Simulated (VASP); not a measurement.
**BeSe: relaxation of the atoms with r2SCAN**

BeSe:

```
Be Se
1.0
     0.00000    2.58366    2.58366
     2.58366    0.00000    2.58366
     2.58366    2.58366    0.00000
Be Se
1 1
Direct
  0.00000 0.00000 0.00000
  0.25000 0.25000 0.25000
```

| Item | Value |
| --- | --- |
| Program | VASP 6.6.1 |
| Task | relaxation of the atoms |
| Functional | r2SCAN |
| Potentials or basis | VASP PAW PBE potentials, release 64 (Be, Se) |
| Cutoff | 600 eV |
| k mesh | 10 × 10 × 10 |
| Occupations | gaussian, width 0.03 eV |
| Spin | no spin polarisation |
| Further INCAR settings | ALGO = Normal; EDIFF = 1e-07; IBRION = 2; EDIFFG = -0.01; NSW = 40 |

```json
{"Pressure after relaxing": "0.0 GPa", "Band gap on the k mesh": "3.13 eV, indirect (least direct gap 5.02 eV)"}
```

Final structure:
```
Be Se
1.0
     0.00000    2.58366    2.58366
     2.58366    0.00000    2.58366
     2.58366    2.58366    0.00000
Be Se
1 1
Direct
  0.00000 0.00000 0.00000
  0.25000 0.25000 0.25000
```

Levels at points of the mesh, in eV from the valence-band top:
```
           k point  band 1  band 2  band 3  band 4  band 5  band 6  band 7  band 8
(0.00, 0.00, 0.00)  -14.24    0.00    0.00    0.00    5.02    5.59    5.59    5.59
(0.50, 0.00, 0.00)  -12.86   -5.78   -1.08   -1.08    4.90    6.55    6.55   10.76
(0.50, 0.50, 0.00)  -12.38   -5.17   -2.67   -2.67    3.13    4.68   12.65   12.65
```

It took 100 s on 1 thread of Intel(R) Xeon(R) Platinum 8488C (Sapphire Rapids), on a shared host, peak memory 0.18 GiB.

Caveat: the relaxation stopped at its first step, so nothing moved; the PAW data sets were made with another functional, which shifts forces and pressure a little. r2SCAN opens gaps a little over a GGA but as a rule still falls short of measured ones.
